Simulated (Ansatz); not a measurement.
Input and command of a calculation in Ansatz (plane waves; scalar-relativistic PAW potentials unless the input names others):

```yaml
crystal:
  lattice:
    - [3.3339819252, 0.0, 0.0]
    - [0.0, 3.604304784, 0.0]
    - [0.0, 0.0, 5.2639672632]
  atoms:
    - { symbol: Hf, position: [0.5, 0.5, 0.5] }
    - { symbol: Hf, position: [0.0, 0.0, 0.0] }
    - { symbol: O, position: [0.0, 0.5, 0.6932520948] }
    - { symbol: O, position: [0.5, 0.0, 0.8067479052] }
    - { symbol: O, position: [0.5, 0.0, 0.3067479052] }
    - { symbol: O, position: [0.0, 0.5, 0.1932520948] }
basis:
  ecutwfc: 420
kpoints:
  mp_grid: { grid: [6, 6, 4] }
hamiltonian:
  xc: pbe
  hubbard: { sites: [{ species: Hf, l: d, u_eff: 4.0 }], double_counting: fll }
scf:
  occupations: { method: gaussian, width: 0.05 }
output:
  forces: true
  eigenvalues: true
  stress: true
```

```bash
ansatz run input.yaml --threads 1 --pin off --max-ram 2560MiB --backend cpu --events-out ev --progress --plain --runs-dir out
```

Abridged log:
```
Hf: projections on atomic orbitals take those of the free atom [Kr 4d10] 4f14 5s2 5p6 5d2 6s2, of charge +0.00 (hamiltonian.pseudopotentials.projection_atoms); the dataset's partial waves leave at most 4.9e-5 of an orbital's norm unspanned inside its sphere
O: projections on atomic orbitals take those of the free atom [He] 2s2 2p4, of charge +0.00 (hamiltonian.pseudopotentials.projection_atoms); the dataset's partial waves leave at most 1.9e-8 of an orbital's norm unspanned inside its sphere
Pseudopotentials: kind: paw
Pseudopotential: Hf, paw, valence charge 26, recommended cutoff 420 eV (normal)
Pseudopotential: O, paw, valence charge 6, recommended cutoff 420 eV (normal)
Functional definition: PBE
Crystal: 6 atoms, lattice volume = 63.255 Å³
Basis set: ecut = 420 eV, 1223 PW (Γ), exchange–correlation on 48×50×72 points (8 copies of the dense FFT grid, shifted against one another)
Bands: 46, of which v1, the nominal top of the filled ones, is band 38 counted from 1 (37 counted from 0)
Symmetry: 8 space group operations
Space group: Pmmn (ITA 59), of the structure as read, at distance tolerance 4.0e-5 Å
k-points: 48 of 144
Initial density: superposition of atomic densities (chi_scale 0.1, normalization cell, long waves of neutral atoms under a Hubbard term (reshape's long-wave potential 0.00 eV rms, cloud 2.41 Å wide))
Initial wavefunctions: pseudopotential atomic-orbital guess
Functional: x = pbe(κ = 0.804, μ = 0.21951497), c = pbe(β = 0.06672455)
SCF iter   1: F=—  HF=-33716.596468 eV  |F-HF|=—  |Δ(HF+E_count)|=         —  Δρ=8.27e-2  dr2=3.39e0  ethr=3.10e-3  ⟨swp⟩=6.0  Hψ=6908  notcnv=0
SCF iter   2: F=—  HF=-33715.917854 eV  |F-HF|=—  |Δ(HF+E_count)|=   6.79e-1  Δρ=4.53e-2  dr2=1.05e0  ethr=3.10e-3  ⟨swp⟩=2.0  Hψ=4077  notcnv=0  defer=145
SCF iter   3: F=—  HF=-33715.763375 eV  |F-HF|=—  |Δ(HF+E_count)|=   1.54e-1  Δρ=1.41e-2  dr2=1.40e-1  ethr=1.38e-3  ⟨swp⟩=2.0  Hψ=3551  notcnv=0  defer=145
SCF iter   4: F=—  HF=-33715.680760 eV  |F-HF|=—  |Δ(HF+E_count)|=   8.26e-2  Δρ=7.51e-3  dr2=2.93e-2  ethr=1.84e-4  ⟨swp⟩=2.3  Hψ=4165  notcnv=0  defer=145
SCF iter   5: F=—  HF=-33715.693758 eV  |F-HF|=—  |Δ(HF+E_count)|=   1.30e-2  Δρ=3.50e-3  dr2=6.07e-3  ethr=3.85e-5  ⟨swp⟩=2.1  Hψ=3661  notcnv=0  defer=141
SCF iter   6: F=—  HF=-33715.694822 eV  |F-HF|=—  |Δ(HF+E_count)|=   1.06e-3  Δρ=1.03e-3  dr2=5.03e-4  ethr=7.98e-6  ⟨swp⟩=2.0  Hψ=3564  notcnv=0  defer=141
SCF iter   7: F=—  HF=-33715.695225 eV  |F-HF|=—  |Δ(HF+E_count)|=   4.03e-4  Δρ=5.19e-4  dr2=1.51e-4  ethr=6.62e-7  ⟨swp⟩=2.0  Hψ=3487  notcnv=0  defer=141
SCF iter   8: F=—  HF=-33715.695303 eV  |F-HF|=—  |Δ(HF+E_count)|=   7.77e-5  Δρ=3.77e-4  dr2=6.72e-5  ethr=1.99e-7  ⟨swp⟩=2.0  Hψ=3507  notcnv=0  defer=141
SCF iter   9: F=—  HF=-33715.695294 eV  |F-HF|=—  |Δ(HF+E_count)|=   8.75e-6  Δρ=3.98e-5  dr2=5.62e-7  ethr=8.85e-8  ⟨swp⟩=2.0  Hψ=3589  notcnv=0  defer=141
SCF iter  10: F=-33715.695296 eV  HF=-33715.695296 eV  |F-HF|=7.69e-8  |Δ(HF+E_count)|=   1.73e-6  Δρ=1.40e-5  dr2=7.66e-8  ethr=1.32e-10  ⟨swp⟩=11.4  Hψ=11696  notcnv=0
SCF 1 converged in 10 iterations: F = -33715.695296 eV  dr2 = 7.66e-8
SCF converged after 10 iterations
Free energy (F): -33715.695296 eV
Harris-Foulkes:  -33715.695296 eV  (|F-HF|=7.69e-8)
Internal energy: -33715.695296 eV  (E = F + TS)
E sigma→0 (E₀):  -33715.695296 eV
Fermi energy:    19.158498 eV
--- Forces (eV/Å), atoms counted from 1 ---
  atom   1  Hf     0.00000000     0.00000000    -2.15766056
  atom   2  Hf     0.00000000     0.00000000     2.15766056
  atom   3  O      0.00000000     0.00000000     1.73740017
  atom   4  O      0.00000000     0.00000000    -1.73740017
  atom   5  O      0.00000000     0.00000000     0.17567584
  atom   6  O      0.00000000     0.00000000    -0.17567584
--- Stress (GPa, compression-positive) ---
       51.964178       0.000000       0.000000
        0.000000      22.400683       0.000000
        0.000000       0.000000      18.732824
  P = ⅓ Tr σ = 31.0326 GPa (310.326 kbar)
Occupation matrices written to <dir>
```

Apart from outputs and empty bands, the input differs from a reference run on usual settings in hamiltonian.hubbard: not typed → {"sites": [{"species": "Hf", "l": "d", "u_eff": 4.0}], "double_counting": "fll"}. The reference, at the same geometry (not necessarily relaxed), gave pressure 24.65 GPa, largest force 2.083 eV/Å, gap on the mesh 4.79 eV. This run converged in 10 SCF iterations (reference: 8) with an energy at zero smearing 1.1 eV/atom above the reference's (the Hamiltonian itself differs), pressure 31.03 GPa, largest force 2.158 eV/Å, gap on the mesh 5.43 eV.

The run took 11 s on 1 thread of Arm Neoverse V2, with other jobs on the host, peak memory 0.47 GiB.